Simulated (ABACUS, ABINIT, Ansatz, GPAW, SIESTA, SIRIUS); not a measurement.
# One calculation of Ti, 7 ways

```xyz
1
Lattice="0.0000 2.0300 2.0300 2.0300 0.0000 2.0300 2.0300 2.0300 0.0000" Properties=species:S:1:pos:R:3 pbc="T T T"
Ti    0.0000    0.0000    0.0000
```

This isn't the form of Ti at room conditions, which is hcp.

Alike in all runs: task single point; functional PBEsol; k mesh 11 × 11 × 11; occupations fermi-dirac, width 0.05 eV; no spin polarisation; no spin-orbit coupling. Pressure is positive in compression and, in plane waves, holds the error of the finite cutoff, which Ansatz's Pulay term estimates and takes out.

```json
{"program and potentials": "Ansatz, Ansatz PAW", "plane-wave cutoff (eV)": "420", "notes": "potentials made for PBE, which Ansatz adapts in part", "pressure (GPa)": "-0.54"}
{"program and potentials": "GPAW, PAW data sets generated for this functional", "plane-wave cutoff (eV)": "600", "notes": "-", "pressure (GPa)": "-0.95"}
{"program and potentials": "ABACUS, PseudoDojo NC SR 0.4.1 PBEsol standard, plane waves", "plane-wave cutoff (eV)": "1143", "notes": "-", "pressure (GPa)": "-0.46"}
{"program and potentials": "Ansatz, all-electron LAPW, scalar-relativistic", "plane-wave cutoff (eV)": "-", "notes": "-", "pressure (GPa)": "-0.55"}
{"program and potentials": "SIESTA, files PseudoDojo sr-pbesol-0.4.1-standard, DZP (energy shift 0.003 Ry; two zetas on semicore shells)", "plane-wave cutoff (eV)": "-", "notes": "atomic basis", "pressure (GPa)": "-0.03"}
{"program and potentials": "SIRIUS, PseudoDojo 0.4.1 PBEsol standard (scalar relativistic)", "plane-wave cutoff (eV)": "1152", "notes": "-", "pressure (GPa)": "-0.48"}
{"program and potentials": "ABINIT, PseudoDojo NC SR PBEsol v0.4.1 standard", "plane-wave cutoff (eV)": "1143", "notes": "-", "pressure (GPa)": "-0.47"}
```

The pressure spans -0.95 (GPAW, PAW data sets generated for this functional) to -0.03 GPa (SIESTA, files PseudoDojo sr-pbesol-0.4.1-standard, DZP (energy shift 0.003 Ry; two zetas on semicore shells)), with all-electron results at -0.55. Rows in atomic bases carry the error of their basis and grid, which can be large.

The functional is the same throughout but for its coding, so the spread measures potentials, basis and numerics; runs on potential files found faulty are left out.
